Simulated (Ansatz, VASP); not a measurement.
## Hg: VASP beside Ansatz

```
Hg
1.0
     4.59975    0.00000    0.00000
    -2.29987    3.98350    0.00000
     0.00000    0.00000    3.92093
Hg
3
Direct
  0.33333 0.66667 0.50000
  0.00000 0.00000 0.00000
  0.66667 0.33333 0.50000
```

Change from the starting cell: volume scaled by 1.04, crystal datasets.

Alike in both runs: task electric field gradients; functional PBEsol; k mesh 8 × 8 × 9; occupations fermi-dirac, width 0.05 eV; no spin polarisation.

|  | VASP | Ansatz |
| --- | --- | --- |
| version | VASP 6.6.1 | Ansatz 0.2.0 |
| potentials or method | VASP PAW PBE potentials, release 64 (Hg), cutoff 520 eV | all-electron PAW with datasets made for the crystal, scalar-relativistic |

Ansatz gave:

- pressure (GPa): 5.0
- largest component of the traceless stress (GPa): 6.49
- Vzz of the field gradient on the site that differs most (V/Å²): 240.4

**Question.** What did VASP give for the same quantities?

**Answer.** Pressure (GPa): 5.7; largest component of the traceless stress (GPa): 6.96; Vzz of the field gradient on the site that differs most (V/Å²): 314.6.

Ansatz ran all-electron here, so the differences hold the error of VASP's frozen core and of both bases. Ansatz warned: «gradients_without_spin_orbit».

Caveats: the PAW data sets were made with another functional, which shifts forces and pressure a little (VASP). The runs have no spin-orbit coupling, so splittings on Hg are missing.
